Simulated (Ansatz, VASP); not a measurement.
## SiO2 in VASP and in Ansatz

```
Si O
1.0
    -2.61904    2.61904    3.73746
     2.61904   -2.61904    3.73746
     2.61904    2.61904   -3.73746
Si O
2 4
Cartesian
  0.0000 0.0000 0.0000
  0.0000 2.6190 1.8687
  1.3095 2.8579 2.8031
  0.2388 1.3095 0.9344
  -1.3095 2.3802 2.8031
  -0.2388 3.9286 0.9344
```

Alike in both runs: functional PBE; k mesh 6 × 6 × 6; occupations gaussian, width 0.02 eV; no spin polarisation.

Ansatz relaxed the structure, and its values are those at the end. VASP's run is a single point on that final structure, the one shown.

|  | VASP | Ansatz |
| --- | --- | --- |
| version | VASP 6.6.1 | Ansatz 0.2.0 |
| potentials or method | VASP PAW PBE potentials, release 64 (Si, O) | scalar-relativistic, plane waves, PAW |
| plane-wave cutoff (eV) | 520 | 420 |
| valence electrons in the cell | 32 | 32 |

|  | VASP | Ansatz | Ansatz less VASP |
| --- | --- | --- | --- |
| gap on the k mesh at the Fermi level (eV) | 5.40 | 5.40 | +0.001 |
| least direct gap on the mesh (eV) | 5.40 | 5.40 | +0.001 |
| pressure (GPa) | -2.1 | -2.1 | -0.02 |
| rms of the force components (eV/Å) | 0.003 | 0.001 | -0.0023 |

A k mesh can miss the band edges. As with any semilocal functional, this PBE gap is likely too small.
